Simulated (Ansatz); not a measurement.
## Transmission past a defect: (3,3) C nanotube, divacancy of C and C

Wanted: the relaxed defect and the transmission past it, beside the channels of the perfect wire.

Method: DFT PBE, plane waves, PAW; relaxation of a wire's period, in the first sound run; inputs show where later runs differ, in Ansatz 0.2.0.

## (1) Starting point

The cell holds 12 atoms: 12 C. Cell: a = 10.868 Å, b = 10.806 Å, c = 2.460 Å, α = 90.0°, β = 90.0°, γ = 90.0°. Vacuum lies along a and b. The structure's axis is c.

## (2) Relaxing the period

Band widths follow the bond lengths, so the wire is relaxed first. The atoms and the third cell vector are free; the box across stays fixed as vacuum. A Fermi-Dirac smearing is set since the result may be a metal. The pressure printed is a third of the stress's trace over the whole box, vacuum included; only the stress along the axis is relaxed.

The input, input.yaml:

```yaml
crystal:
  lattice:
    - [10.868, 0.0, 0.0]
    - [0.0, 10.806, 0.0]
    - [0.0, 0.0, 2.4595121467]
  atoms:
    - { symbol: C, position: [0.643369038, 0.621000301, 0.0] }
    - { symbol: C, position: [0.687154982, 0.500009175, 0.0] }
    - { symbol: C, position: [0.31284505, 0.500009175, 0.5] }
    - { symbol: C, position: [0.356630994, 0.379018048, 0.5] }
    - { symbol: C, position: [0.467500897, 0.685378334, 0.5] }
    - { symbol: C, position: [0.593577499, 0.663020078, 0.5] }
    - { symbol: C, position: [0.593577499, 0.336998271, 0.5] }
    - { symbol: C, position: [0.675868157, 0.435631141, 0.5] }
    - { symbol: C, position: [0.324131875, 0.564387208, 0.0] }
    - { symbol: C, position: [0.406422533, 0.663020078, 0.0] }
    - { symbol: C, position: [0.406422533, 0.336998271, 0.0] }
    - { symbol: C, position: [0.532499135, 0.314640015, 0.0] }
kpoints:
  mp_grid: { grid: [1, 1, 33] }
scf:
  occupations: { method: fermi_dirac, width: 0.05 }
hamiltonian:
  xc: pbe
relax:
  cell: { fix: [a, b, alpha, beta, gamma] }
  max_steps: 60
```

The run is started by

```bash
$ ansatz run input.yaml --threads 16 --pin off --max-ram 61440MiB --backend cuda --events-out ev --progress --plain --runs-dir out
```

Numbers of over 12 decimals in the logs are rounded to 6 here.

Output:

```text
Engine: ansatz 0.2.0, aarch64-unknown-linux-gnu
Pseudopotentials: kind: paw
Pseudopotential: C, paw, valence charge 4, recommended cutoff 420 eV (normal), C.paw.azcp
Functional definition: PBE
  parameter kappa = 0.804
  parameter beta = 0.066725
  exchange = pbe_x(kappa = kappa, mu = beta*pi^2/3)
  correlation = pbe_c(beta = beta)
concurrent solve slots: 9 of 16 are kept, ahead of what memory takes: no pass of the eigensolver takes more rounds on 9
[...]
Crystal: 12 atoms, lattice volume = 288.844 Å³
Basis set: ecut = 420 eV, 5637 PW (Γ), exchange–correlation on 150×150×36 points (8 copies of the dense FFT grid, shifted against one another)
Bands: 36, of which v1, the nominal top of the filled ones, is band 24 counted from 1 (23 counted from 0)
Symmetry: 4 space group operations
Space group: P21/m (ITA 11), of the structure as read, at distance tolerance 6.6e-5 Å
k-points: 17 of 33
Non-local potential: C, projectors of the file, l = 0: 2, l = 1: 2, l = 2: 1
PAW form: soft (Blöchl's): semilocal exchange-correlation on the pseudo side does not see the compensation charge
PAW one-centre angular grid: C, 110 points (default); XC on 64 Gauss nodes
Initial density: superposition of atomic densities (neutral atoms: chi_scale 0, normalization atom), corrected by the library's trained network
Initial wavefunctions: pseudopotential atomic-orbital guess
[...]
Functional: x = pbe(κ = 0.804, μ = 0.219515), c = pbe(β = 0.066725)
SCF iter   1: F=—  HF=-3005.117300 eV  |F-HF|=—  |Δ(HF+E_count)|=         —  Δρ=6.24e-3  dr2=6.55e-2  ethr=1.77e-3  ⟨swp⟩=12.7  Hψ=4230  notcnv=0  defer=43
preconditioner: auto → LDOS  [insulator: Δε(μ)=0.149 eV  Ē_g=14.057 eV  σ=0.050 eV  W_gap=0.63  n_scr=36 (ndim 8)  ℏωp=15.1 eV  f_vac=0.617  D(μ)=0.79/eV (n_scr^D=4)  ε∞_Penn≈2.2  β→1.0]
SCF iter   2: F=—  HF=-3005.124089 eV  |F-HF|=—  |Δ(HF+E_count)|=   6.79e-3  Δρ=1.54e-3  dr2=8.15e-3  ethr=1.36e-4  ⟨swp⟩=3.6  Hψ=1383  notcnv=0  defer=69
[...]
SCF iter   7: F=-3005.120788 eV  HF=-3005.120788 eV  |F-HF|=1.07e-8  |Δ(HF+E_count)|=   9.14e-8  Δρ=1.69e-6  dr2=1.70e-8  ethr=2.08e-10  ⟨swp⟩=5.0  Hψ=2188  notcnv=0
SCF 1 converged in 7 iterations: F = -3005.120788 eV  dr2 = 1.70e-8
  greatest PAW one-centre occupation: 0.679 electrons in one spin orbital (limit 2), on the C atom at site 3 (counted from 0), in its partial waves of l = 0
relax step   1: F+E_penalty+E_count = -3005.12078838 eV  Δ(F+E_penalty+E_count) = +0.000e0 eV  max|allowed force component| = 1.030e0 eV/Å  Δτ_max = 0.0000 Å  P = +5.740 GPa  Ω = 288.844 Å³  fix = [a, b, alpha, beta, gamma]  reactions: a +6.817, b +6.801 GPa; gamma -0.012 GPa/rad  (7 SCF iters, dr2 threshold 1.00e-7 eV, accepted)
concurrent solve slots: 9 of 16 are kept, ahead of what memory takes: no pass of the eigensolver takes more rounds on 9
[...]
Crystal: 12 atoms, lattice volume = 288.884 Å³
[...]
iter 1 solved again at ethr=7.46e-4 eV; its pass at ethr=3.10e-3 eV (dr2=3.58e-1 eV) is discarded
SCF iter   1: F=—  HF=-3005.594242 eV  |F-HF|=—  |Δ(HF+E_count)|=         —  Δρ=1.14e-2  dr2=3.44e-1  ethr=7.46e-4  ⟨swp⟩=2.5  Hψ=2835  notcnv=0
preconditioner: auto → LDOS  [insulator: Δε(μ)=0.160 eV  Ē_g=13.712 eV  σ=0.050 eV  W_gap=0.66  n_scr=36 (ndim 8)  ℏωp=15.1 eV  f_vac=0.599  D(μ)=0.72/eV (n_scr^D=4)  ε∞_Penn≈2.2  β→1.0]
SCF iter   2: F=—  HF=-3005.638389 eV  |F-HF|=—  |Δ(HF+E_count)|=   4.41e-2  Δρ=7.25e-3  dr2=4.67e-1  ethr=7.16e-4  ⟨swp⟩=4.9  Hψ=2032  notcnv=0  defer=19
[...]
SCF iter   6: F=-3005.495899 eV  HF=-3005.495899 eV  |F-HF|=3.53e-7  |Δ(HF+E_count)|=   1.10e-7  Δρ=1.11e-5  dr2=4.45e-7  ethr=1.89e-9  ⟨swp⟩=2.9  Hψ=2192  notcnv=0
SCF 2 converged in 6 iterations: F = -3005.495899 eV  dr2 = 4.45e-7
  greatest PAW one-centre occupation: 0.670 electrons in one spin orbital (limit 2), on the C atom at site 10 (counted from 0), in its partial waves of l = 0
relax step   2: F+E_penalty+E_count = -3005.49589860 eV  Δ(F+E_penalty+E_count) = -3.751e-1 eV  max|allowed force component| = 4.769e-1 eV/Å  Δτ_max = 0.0505 Å  P = +1.840 GPa  Ω = 288.884 Å³  energy of the carried Pulay correction = -5.018e-5 eV  fix = [a, b, alpha, beta, gamma]  reactions: a +2.075, b +2.053 GPa; gamma -0.011 GPa/rad  (6 SCF iters, dr2 threshold 1.20e-6 eV, accepted)
[...]
relax step   3: F+E_penalty+E_count = -3005.53990361 eV  Δ(F+E_penalty+E_count) = -4.401e-2 eV  max|allowed force component| = 1.823e-1 eV/Å  Δτ_max = 0.0194 Å  P = +0.138 GPa  Ω = 289.574 Å³  energy of the carried Pulay correction = -9.094e-4 eV  fix = [a, b, alpha, beta, gamma]  reactions: a +0.195, b +0.171 GPa; gamma -0.008 GPa/rad  (6 SCF iters, dr2 threshold 1.20e-6 eV, accepted)
[...]
relax step   4: F+E_penalty+E_count = -3005.54198313 eV  Δ(F+E_penalty+E_count) = -2.080e-3 eV  max|allowed force component| = 8.869e-3 eV/Å  Δτ_max = 0.0027 Å  P = -0.038 GPa  Ω = 289.737 Å³  energy of the carried Pulay correction = -1.113e-3 eV  fix = [a, b, alpha, beta, gamma]  reactions: a -0.004, b -0.029 GPa; gamma -0.009 GPa/rad  (4 SCF iters, dr2 threshold 1.20e-6 eV, accepted)
[...]
relax step   5: F+E_penalty+E_count = -3005.54209382 eV  Δ(F+E_penalty+E_count) = -1.107e-4 eV  max|allowed force component| = 1.109e-3 eV/Å  Δτ_max = 0.0004 Å  P = -0.009 GPa  Ω = 289.663 Å³  energy of the carried Pulay correction = -1.020e-3 eV  fix = [a, b, alpha, beta, gamma]  reactions: a -0.012, b -0.034 GPa; gamma -0.010 GPa/rad  (5 SCF iters, dr2 threshold 1.61e-8 eV, accepted)
[...]
relax step   6: F+E_penalty+E_count = -3005.54313848 eV  Δ(F+E_penalty+E_count) = -1.045e-3 eV  max|allowed force component| = 1.076e-3 eV/Å  Δτ_max = 0.0000 Å  P = -0.000 GPa  Ω = 289.663 Å³  fix = [a, b, alpha, beta, gamma]  reactions: a +0.002, b -0.023 GPa; gamma -0.008 GPa/rad  stress off target by 2.08e-2 GPa on what of the cell is left free  SCF on the basis re-selected at this cell (its energy is not comparable with the rows above)  (5 SCF iters)
[...]
SCF converged after 5 iterations
Free energy (F): -3005.543138 eV
Harris-Foulkes:  -3005.543138 eV  (|F-HF|=6.68e-11)
Internal energy: -3005.539400 eV  (E = F + TS)
E sigma→0 (E₀):  -3005.541269 eV
Entropy (-TS):   -0.003739 eV (-0.312 meV/atom)
Fermi energy:    -0.001003 eV
--- Per-component energies (eV) ---
  E_band       = -450.309513
  E_kinetic    = 1085.987881
  E_local      = -9903.665903  (includes V_loc(G=0)·N_el)
  E_nonlocal   = 326.383746
  E_hartree    = 4415.622265
  E_xc         = -573.292097
  E_vxc        = -709.631111  (∫ρ·V_xc dr)
  E_paw        = -1191.314147  (= ΣΔE_a)
  E_vpaw       = -80.628688  (= ΣTr[D̂ρ^β])
  E_aug_tail   = 0.000090  (compensation charges beyond the density's cutoff)
  E_ewald      = 2834.738765
  E_smearing   = -0.003739  (= −TS)
  E_closure    = 0.000000  (closes the sum)
  Σ components = -3005.543138   (vs F -3005.543138, Δ=0.00e0)
--- Forces (eV/Å), atoms counted from 1 ---
  atom   1  C     -0.00005232    -0.00047025     0.00000000
  atom   2  C     -0.00048379     0.00080004     0.00000000
  atom   3  C      0.00048379    -0.00080004     0.00000000
  atom   4  C      0.00005232     0.00047025     0.00000000
  atom   5  C      0.00070309    -0.00073339     0.00000000
  atom   6  C     -0.00054099     0.00026283     0.00000000
  atom   7  C      0.00053385     0.00006216     0.00000000
  atom   8  C     -0.00107630    -0.00043036     0.00000000
  atom   9  C      0.00107630     0.00043036     0.00000000
  atom  10  C     -0.00053385    -0.00006216     0.00000000
  atom  11  C      0.00054099    -0.00026283     0.00000000
  atom  12  C     -0.00070309     0.00073339     0.00000000
  max |Σ_I F_I| component: 4.34e-19 eV/Å
--- Stress (GPa, compression-positive) ---
        0.001877       0.007870       0.000000
        0.007870      -0.022788       0.000000
        0.000000       0.000000       0.020766
  P = ⅓ Tr σ = -0.0000 GPa (-0.000 kbar)
--- Band table (eV; the first three rows and the last of 17) ---
  k-point 0: bands = [... 20 lower, -3.9496, -3.5126, -3.2288, -1.4713, 1.1212, 3.0802, 3.3682, 3.3967, ... 8 higher]
  k-point 1: bands = [... 20 lower, -3.9333, -3.5373, -3.2965, -1.4544, 1.1238, 3.1022, 3.3832, 3.3991, ... 8 higher]
  k-point 2: bands = [... 20 lower, -3.8847, -3.6116, -3.4932, -1.4038, 1.1274, 3.1675, 3.4005, 3.4258, ... 8 higher]
  k-point 16: bands = [... 20 lower, -2.8049, -2.8034, -2.4642, -2.4626, 0.8743, 0.8754, 1.0796, 1.0801, ... 8 higher]
--- Relaxed structure (5 steps of the walk, 5 accepted, 1 SCFs on fresh bases) ---
  F+E_penalty+E_count = -3005.54313848 eV   max|allowed force component| = 1.076e-3 eV/Å   (the final SCF, on the basis selected at the relaxed cell)
  cell:  # Å, volume = 289.6627 Å³
    - [10.868, 0, 0.0]
    - [0, 10.806, 0.0]
    - [0.0, 0.0, 2.466482]
  atoms:
    - { symbol: C, position: [0.648270, 0.625322, 0.0] }
    - { symbol: C, position: [0.693514, 0.500081, 0.0] }
    - { symbol: C, position: [0.306486, 0.499919, 0.500000] }
    - { symbol: C, position: [0.351730, 0.374678, 0.500000] }
    - { symbol: C, position: [0.466301, 0.691757, 0.500000] }
    - { symbol: C, position: [0.596809, 0.668744, 0.500000] }
    - { symbol: C, position: [0.596794, 0.331411, 0.500000] }
    - { symbol: C, position: [0.681871, 0.433552, 0.500000] }
    - { symbol: C, position: [0.318129, 0.566448, 0.0] }
    - { symbol: C, position: [0.403206, 0.668589, 0.0] }
    - { symbol: C, position: [0.403191, 0.331256, 0.0] }
    - { symbol: C, position: [0.533699, 0.308243, 0.0] }
```

It took 3.4 s on 1 × NVIDIA GB200 with 16 threads of Arm Neoverse V2, shared host; peak memory 1.2 GiB.

Step by step:

| step | energy less that of the first step (eV) | largest force component (eV/Å) | pressure (GPa) | volume (Å³) |
| --- | --- | --- | --- | --- |
| 1 | 0.0000 | 1.0299 | 5.74 | 288.84 |
| 2 | -0.3751 | 0.4769 | 1.84 | 288.88 |
| 3 | -0.4191 | 0.1823 | 0.14 | 289.57 |
| 4 | -0.4212 | 0.0089 | -0.04 | 289.74 |
| 5 | -0.4213 | 0.0011 | -0.01 | 289.66 |
| 6 | -0.4223 | 0.0011 | 0.00 | 289.66 |

The log counts 1 steps on a newly chosen plane-wave basis, not all of them marked here; energy and pressure can jump at such steps.

Forces are held to the 4 operations that the run works with; a distortion that breaks them can't arise in this run.

| cell as run | before | after | change |
| --- | --- | --- | --- |
| c (Å) | 2.460 | 2.466 | +0.3 % |

The atoms that moved most (Å, along periodic axes as changes of fractional coordinates times the final cell, across vacuum about the mean position):

| atom | dx | dy | dz | length |
| --- | --- | --- | --- | --- |
| C6 | 0.035 | 0.062 | 0.000 | 0.071 |
| C11 | -0.035 | -0.062 | 0.000 | 0.071 |
| C1 | 0.053 | 0.047 | 0.000 | 0.071 |
| C4 | -0.053 | -0.047 | 0.000 | 0.071 |
| C5 | -0.013 | 0.069 | 0.000 | 0.070 |
| C12 | 0.013 | -0.069 | 0.000 | 0.070 |
| C10 | -0.035 | 0.060 | 0.000 | 0.070 |
| C7 | 0.035 | -0.060 | 0.000 | 0.070 |

Numbers from this step:

```yaml
energy_at_zero_smearing: -3005.5413 eV
cell_length_along_the_wire: 2.466 Å
```

The cell's length comes to 2.466 Å with spin left out.

## (3) The perfect wire

This step: DFT PBE, plane waves, PAW; channels and complex bands of a perfect wire (Ansatz 0.2.0).

At the relaxed period the Bloch states of the perfect wire are found at each energy: those that move forward count the open channels, and those that decay describe how a disturbance dies away inside the wire itself. An energy step of 0.035 eV is under the 0.039 eV that the program asks for its thermal average at 300 K.

The input, input.yaml:

```yaml
crystal:
  lattice:
    - [10.868, 0.0, 0.0]
    - [0.0, 10.806, 0.0]
    - [0.0, 0.0, 2.4664820155]
  atoms:
    - { symbol: C, position: [0.648270335, 0.625321526, 0.0] }
    - { symbol: C, position: [0.693514215, 0.500080921, 0.0] }
    - { symbol: C, position: [0.306485785, 0.499919079, 0.5] }
    - { symbol: C, position: [0.351729665, 0.374678474, 0.5] }
    - { symbol: C, position: [0.466301151, 0.691757249, 0.5] }
    - { symbol: C, position: [0.596808728, 0.668744085, 0.5] }
    - { symbol: C, position: [0.596793604, 0.331410597, 0.5] }
    - { symbol: C, position: [0.681870736, 0.433551866, 0.5] }
    - { symbol: C, position: [0.318129264, 0.566448134, 0.0] }
    - { symbol: C, position: [0.403206396, 0.668589403, 0.0] }
    - { symbol: C, position: [0.403191272, 0.331255915, 0.0] }
    - { symbol: C, position: [0.533698849, 0.308242751, 0.0] }
kpoints:
  mp_grid: { grid: [1, 1, 33] }
scf:
  occupations: { method: fermi_dirac, width: 0.05 }
hamiltonian:
  xc: pbe
output:
  transmission:
    e_range: [-1.5, 1.5]
    de: 0.035
    kmesh: [1, 1]
    reduced_basis: true
    leads: [[0, 0]]
```

Output:

```text
[...]
device memory: the entry about to start is reckoned to put 10.1 GiB on a device that reports 182.5 GiB free
GPU FFT provider: cuFFT
GPU libraries: cuBLAS 13.8.1, cuFFT 12.4.0, cuSOLVER 12.3.2
GPU matrix products: emulated (plane waves: as basis.precision tells), large ones in fixed point in workspaces of 1.00 GiB
Crystal: 12 atoms, lattice volume = 289.663 Å³
Basis set: ecut = 420 eV, 5661 PW (Γ)
Bands: 36, of which v1, the nominal top of the filled ones, is band 24 counted from 1 (23 counted from 0)
Symmetry: 4 space group operations
[...]
k-points: 17 of 33
[...]
GPU buffer pool allocated for 101250 grid points (all kernels)
GPU transforms: local potential and band sums: pruned to the plane-wave sphere, on 75×75×18
[...]
SCF iter   1: F=—  HF=-3005.547179 eV  |F-HF|=—  |Δ(HF+E_count)|=         —  Δρ=5.97e-3  dr2=6.80e-2  ethr=1.77e-3  ⟨swp⟩=11.4  Hψ=3882  notcnv=0  defer=61
[...]
SCF iter   8: F=-3005.543057 eV  HF=-3005.543057 eV  |F-HF|=1.16e-8  |Δ(HF+E_count)|=   4.44e-8  Δρ=2.69e-6  dr2=1.70e-8  ethr=2.08e-10  ⟨swp⟩=16.9  Hψ=3160  notcnv=0
SCF 1 converged in 8 iterations: F = -3005.543057 eV  dr2 = 1.70e-8
[...]
transmission: 4 of 4 steps passed
[...]
Second SCF, for the conductance: iteration 1, dr2 2.789e-8 eV
Second SCF, for the conductance: iteration 2, dr2 6.956e-9 eV
Second SCF, for the conductance: iteration 3, dr2 2.622e-9 eV
transmission: 4 of 4 steps passed
SCF converged after 8 iterations
Free energy (F): -3005.543057 eV
[...]
Internal energy: -3005.539319 eV  (E = F + TS)
E sigma→0 (E₀):  -3005.541188 eV
Entropy (-TS):   -0.003739 eV (-0.312 meV/atom)
Fermi energy:    -0.001082 eV
[...]
--- Band table (eV; the first three rows and the last of 17) ---
  k-point 0: bands = [... 20 lower, -3.9497, -3.5127, -3.2289, -1.4714, 1.1212, 3.0770, 3.3681, 3.3966, ... 8 higher]
  k-point 1: bands = [... 20 lower, -3.9334, -3.5374, -3.2966, -1.4545, 1.1237, 3.0989, 3.3831, 3.3990, ... 8 higher]
  k-point 2: bands = [... 20 lower, -3.8848, -3.6117, -3.4933, -1.4039, 1.1273, 3.1643, 3.4004, 3.4257, ... 8 higher]
  k-point 16: bands = [... 20 lower, -2.8050, -2.8034, -2.4643, -2.4627, 0.8742, 0.8754, 1.0795, 1.0800, ... 8 higher]
--- Transmission ---
  basis      : 1037 plane waves across, 4 finite elements along
  points     : 1, standing for a mesh of 1 x 1
  on the GPU : 1 of these points
  filling    : by a second SCF (3 iterations) under fermi_dirac of width 0.025852 eV on a mesh of 1 x 1 x 93, whose Fermi level is -0.001212 eV
  energies   : 86 from -1.500000 to 1.475000 eV about the Fermi level, 0.035000 eV apart; the leads are filled to 0.000000 eV, and channels, transmission and decay are at 0.005000 eV
  crystal 0  : C12, at the sites [0, 0], period 2.4665 Å: whole cells are its period
    offset         : up to 0.0000 Å between an atom of the period and one for which it stands
    filled         : 0.2 meV over the level at which it is neutral
    channels       : 2.000000e0 a spin
    conductance    : 1.3185e14 S/m² at 300 K; may be off by some 0.1 % by where its bands' edges are placed, 0.0 % from the distance to neutral
```

Elapsed: 94 s, on 1 × NVIDIA GB200 with 16 threads; peak memory 12 GiB; 14 min of CPU time.

Numbers from this step:

```
energy at zero smearing                                  : -3005.5412 eV
channels at the energy nearest the Fermi level, one spin : 2
conductance of the lead as this run defines it           : 1.998 G₀
band gap                                                 : 0 eV
```

Open channels of the lead, one spin against energy, zero at the Fermi level:

energy (eV), open channels of the lead, one spin and a bar from the least value:
```
    -1.50       1.00 
    -1.40       2.00 ######
    -1.29       2.00 ######
    -1.19       2.00 ######
    -1.08       2.00 ######
    -0.97       2.00 ######
    -0.87       2.00 ######
    -0.77       2.00 ######
    -0.69       2.00 ######
    -0.59       2.00 ######
    -0.48       2.00 ######
    -0.38       2.00 ######
    -0.28       2.00 ######
    -0.17       2.00 ######
    -0.07       2.00 ######
     0.01       2.00 ######
     0.04       2.00 ######
     0.14       2.00 ######
     0.25       2.00 ######
     0.35       2.00 ######
     0.46       2.00 ######
     0.56       2.00 ######
     0.67       2.00 ######
     0.74       6.00 ##############################
     0.84       6.00 ##############################
     0.95       6.00 ##############################
     1.05       6.00 ##############################
     1.16       5.00 ########################
     1.26       5.00 ########################
     1.37       5.00 ########################
     1.48       5.00 ########################
```

The slowest values at each energy, most degenerate partners merged, listed up to 1.5 1/Å. Im kz of the slowest decaying states against energy, zero at the Fermi level:

| energy (eV) | decay 1 (Å⁻¹) | decay 2 (Å⁻¹) | decay 3 (Å⁻¹) | decay 4 (Å⁻¹) |
| --- | --- | --- | --- | --- |
| -1.395 | 0.200 | 0.200 | 0.355 | 0.409 |
| -1.185 | 0.218 | 0.218 | 0.369 | 0.416 |
| -1.010 | 0.228 | 0.228 | 0.380 | 0.422 |
| -0.800 | 0.234 | 0.234 | 0.391 | 0.428 |
| -0.590 | 0.234 | 0.235 | 0.401 | 0.430 |
| -0.415 | 0.231 | 0.231 | 0.409 | 0.427 |
| -0.205 | 0.222 | 0.222 | 0.417 | 0.422 |
| 0.005 | 0.207 | 0.207 | 0.415 | 0.423 |
| 0.215 | 0.184 | 0.184 | 0.405 | 0.429 |
| 0.390 | 0.156 | 0.157 | 0.394 | 0.433 |
| 0.600 | 0.102 | 0.103 | 0.375 | 0.437 |
| 0.810 | 0.342 | 0.439 | 0.443 | 0.443 |
| 0.985 | 0.285 | 0.440 | 0.440 | 0.441 |
| 1.195 | 0.195 | 0.435 | 0.436 | 0.441 |
| 1.405 | 0.321 | 0.430 | 0.431 | 0.440 |

By hand: the program gives 1.3185 × 10^14 S/m² over the cell's cross-section of 117.44 Å² = 1.174 × 10^-18 m², so one cell conducts 1.548 × 10^-4 S. Divided by G0 = 2e²/h = 7.748 × 10^-5 S this is 2.00 G0, a resistance of 6.46 kΩ.

At the computed energy nearest the Fermi level there are 2 channels a spin, and the thermal average gives 2.00 G₀.

(Part 1 of 3 ends here.)

[Logs are printed without paths, hosts, clocks, repeated set-up lines and the standing remarks that a program may print on its own settings, such as how far it seeks lower states.]

[Hosts, paths, dates, database ids (printed as entryN), source tags and the programs' standing remarks are cut or masked in the printed files.]
